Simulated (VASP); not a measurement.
**CdSe in VASP 6.6.1, single-point calculation**

INCAR

```
ISMEAR = -1
TIME = 0.4
ALGO = Damped
ENCUT = 520
LASPH = .TRUE.
NSW = 0
GGA = PE
IBRION = -1
PREC = Accurate
SIGMA = 0.02
LREAL = .FALSE.
LCHARG = .FALSE.
ISIF = 2
NELM = 120
NBANDS = 16
EDIFF = 0.001
LWAVE = .FALSE.
```

KPOINTS

```
KPOINTS created by Atomic Simulation Environment
0
Gamma
12 12 12
0 0 0
```

POSCAR

```
Cd Se
 1.0000000000000000
     0.1550083127000000    3.1000780395000000    3.1000780395000000
     3.1000780395000000    0.1550083127000000    3.1000780395000000
     3.1000780395000000    3.1000780395000000    0.1550083127000000
 Cd  Se
   1   1
Cartesian
  0.0348463575242437  0.0348463575242437  0.0348463575242437
  1.5539447404007567  1.5539447404007567  1.5539447404007565
```

The recommended PBE PAW datasets give the neutral cell 18 valence electrons.

Command

```
mpirun -np 1 vasp_std
```

OSZICAR

```
N       E                     dE             d eps       ncg     rms           ort
DAV:   1     0.183915373893E+03    0.18392E+03   -0.87338E+03  3024   0.108E+03
DAV:   2     0.263948753351E+02   -0.15752E+03   -0.14358E+03  3024   0.312E+02
DAV:   3    -0.148100163701E+01   -0.27876E+02   -0.27142E+02  3024   0.129E+02
DAV:   4    -0.524330581123E+01   -0.37623E+01   -0.37046E+01  3024   0.527E+01
DAV:   5    -0.570901855836E+01   -0.46571E+00   -0.46027E+00  3024   0.167E+01
SDA:   6    -0.494535749446E+01    0.76366E+00   -0.62285E+00  3024   0.156E+01   0.000E+00
DMP:   7    -0.531219108741E+01   -0.36683E+00   -0.12115E+00  3024   0.198E+00   0.276E+00
DMP:   8    -0.536500522172E+01   -0.52814E-01   -0.58138E-01  3024   0.161E+00  -0.413E-01
DMP:   9    -0.539860161969E+01   -0.33596E-01   -0.19105E-01  3024   0.395E-01   0.215E-01
DMP:  10    -0.540684604374E+01   -0.82444E-02   -0.70374E-02  3024   0.203E-01  -0.708E-02
DMP:  11    -0.541101389310E+01   -0.41678E-02   -0.32391E-02  3024   0.695E-02   0.301E-02
DMP:  12    -0.541247292773E+01   -0.14590E-02   -0.63434E-03  3024   0.194E-02  -0.915E-03
DMP:  13    -0.541278678111E+01   -0.31385E-03   -0.56102E-03  3024   0.142E-02  -0.365E-04
   1 F= -.54127868E+01 E0= -.54127868E+01  d E =-.161585E-07
```

From OUTCAR

```
k-points           NKPTS =    189   k-points in BZ     NKDIM =    189   number of bands    NBANDS=     16

   NELECT =      18.0000    total number of electrons

   dimension x,y,z NGX =    36 NGY =   36 NGZ =   36
   dimension x,y,z NGXF=    72 NGYF=   72 NGZF=   72

  energy-cutoff  :      520.00
  volume of cell :       55.12
      direct lattice vectors                 reciprocal lattice vectors
     0.155008313  3.100078040  3.100078040    -0.173916242  0.165634292  0.165634292
     3.100078040  0.155008313  3.100078040     0.165634292 -0.173916242  0.165634292
     3.100078040  3.100078040  0.155008313     0.165634292  0.165634292 -0.173916242

 k-points in reciprocal lattice and weights: KPOINTS created by Atomic Simulation Env
   0.00000000  0.00000000  0.00000000       0.001
   0.08333333  0.00000000  0.00000000       0.003
   0.16666667  0.00000000  0.00000000       0.003
   0.25000000  0.00000000 -0.00000000       0.003
   0.33333333  0.00000000  0.00000000       0.003
   0.41666667  0.00000000  0.00000000       0.003
   0.50000000  0.00000000 -0.00000000       0.002
   0.08333333  0.08333333  0.00000000       0.003
   ...

 E-fermi :   1.4769

 k-point     1 :       0.0000    0.0000    0.0000
  band No.  band energies     occupation
      1     -11.5837      2.00000
      2      -6.8879      2.00000
      3      -6.8410      2.00000
      4      -6.8410      2.00000
      5      -6.4689      2.00000
      6      -6.4689      2.00000
      7       0.8101      2.00000
      8       1.2425      1.99998
      9       1.2425      1.99997
     10       1.6881      0.00006
     11       6.6404      0.00000
     12       7.3662      0.00000
     13       7.3503      0.00000
     14      11.0016      0.00000
     15      12.3189      0.00000
     16      13.1660      0.00000

 k-point     2 :       0.0833    0.0000    0.0000
  band No.  band energies     occupation
      1     -11.5564      2.00000
      2      -6.8802      2.00000
      3      -6.8332      2.00000
      4      -6.8189      2.00000
      5      -6.4705      2.00000
      6      -6.4687      2.00000
      7       0.4027      2.00000
      8       0.8518      2.00000
      9       1.1827      2.00000
     10       2.3197      0.00000
     11       6.7586      0.00000
     12       7.1789      0.00000
     13       7.4446      0.00000
     14      11.3704      0.00000
     15      11.7782      0.00000
     16      11.8304      0.00000

 k-point     3 :       0.1667    0.0000    0.0000
  band No.  band energies     occupation
      1     -11.4815      2.00000
      2      -6.8571      2.00000
      3      -6.8133      2.00000
      4      -6.7503      2.00000
      5      -6.4735      2.00000
      6      -6.4664      2.00000
      7      -0.5474      2.00000
      8       0.6593      2.00000
      9       1.0273      2.00000
     10       2.9593      0.00000
     11       6.8865      0.00000
     12       7.1792      0.00000
     13       7.6013      0.00000
     14      10.9999      0.00000
     15      11.4484      0.00000
     16      12.5114      0.00000

 ...

  Total        1.5232417      1.5232417      1.5232417     -0.3819493     -0.3819493     -0.3819493
  in kB       44.2752925     44.2752925     44.2752925    -11.1019261    -11.1019261    -11.1019261
  external PRESSURE =      44.2752925 kB  Pullay stress =       0.0000000 kB

 POSITION                                       TOTAL-FORCE (eV/Angst)
 -----------------------------------------------------------------------------------
      0.03485      0.03485      0.03485         0.005503      0.005503      0.005503
      1.55394      1.55394      1.55394        -0.005503     -0.005503     -0.005503
 -----------------------------------------------------------------------------------
    total drift:                               -0.001658     -0.001658     -0.001658

  FREE ENERGIE OF THE ION-ELECTRON SYSTEM (eV)
  ---------------------------------------------------
  free  energy   TOTEN  =        -5.4127867811 eV

  energy  without entropy=       -5.4127867650  energy(sigma->0) =       -5.41278677
```

It converged. Results: gap between bands v and c on the k mesh 0.45 eV; least direct gap on the k mesh 0.45 eV; pressure 4.4 GPa. Band v is the last that the valence electrons fill when counted band by band, and c is the next.

For comparison, a separate PBE run of the intended cell, on usual settings and not on those above, gives a gap of 0.45 eV on its mesh and a pressure of 4.2 GPa.

The run above took about 1.8 min on one core of a shared host (Intel Xeon Platinum 8488C) and held 0.47 GiB at most.
